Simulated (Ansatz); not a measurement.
# Deforming Tl

```yaml
crystal:
  lattice:
    - [3.45600, 0.00000, 0.00000]
    - [-1.72800, 2.99298, 0.00000]
    - [0.00000, 0.00000, 5.52500]
  atoms:
    - { symbol: Tl, position: [0.33333, 0.66667, 0.25000] }
    - { symbol: Tl, position: [0.66667, 0.33333, 0.75000] }
```

Atoms are numbered in the order listed.

The conventional cell has a = 3.456 Å, b = 3.456 Å, c = 5.525 Å, α = 90.00°, β = 90.00°, γ = 120.00°. Tl (atom 1) has 12 Tl at 3.41 to 3.46 Å as nearest neighbours.

Structure: COD 9008519, as refined from experiment and not relaxed.

Spin–orbit coupling is left out, though it moves levels of the heavy atoms by tenths of an eV or more.

These are results of DFT, PBE, all-electron PAW with datasets made for the crystal, scalar-relativistic (Ansatz 0.2.0), not measurements.

Numerical set-up: a Γ-centred 11×11×6 k mesh, Fermi–Dirac smearing of 0.05 eV, cutoff 260 eV (chosen by the program for this cell), no spin polarisation.

The unchanged cell is at 3.21 GPa, so energy changes include a term −P ΔV where the volume moves.

In a metal, stresses and small energies carry noise from the k mesh.

x, y and z are the Cartesian axes of the cell as listed; fractional coordinates follow a strain, and an engineering shear is twice the off-diagonal strain component.

With equal xy, yz and zx engineering shear strains of +4 %: energy change +4 meV/atom; stress change (xx, yy, zz, yz, xz, xy) 0.10, 0.06, 0.04, -0.41, -0.38, -0.43 GPa, compression positive; change of the force on Tl1 (-0.034, -0.001, 0.007) eV/Å.

With equal xy, yz and zx engineering shear strains of +3 %: energy change +2 meV/atom; stress change (xx, yy, zz, yz, xz, xy) 0.10, 0.01, -0.03, -0.25, -0.20, -0.27 GPa, compression positive; change of the force on Tl2 (0.028, 0.001, -0.004) eV/Å.

Problem. With this change (atom 2 (Tl) moved by (0.0354, 0.0354, 0.0000) Å), what becomes of the energy and stress and forces?

Solution. Energy change under 1 meV/atom; stress change (xx, yy, zz, yz, xz, xy) 0.12, -0.11, 0.00, 0.00, 0.00, 0.11 GPa, compression positive; change of the force on Tl2 (-0.012, -0.010, 0.000) eV/Å.
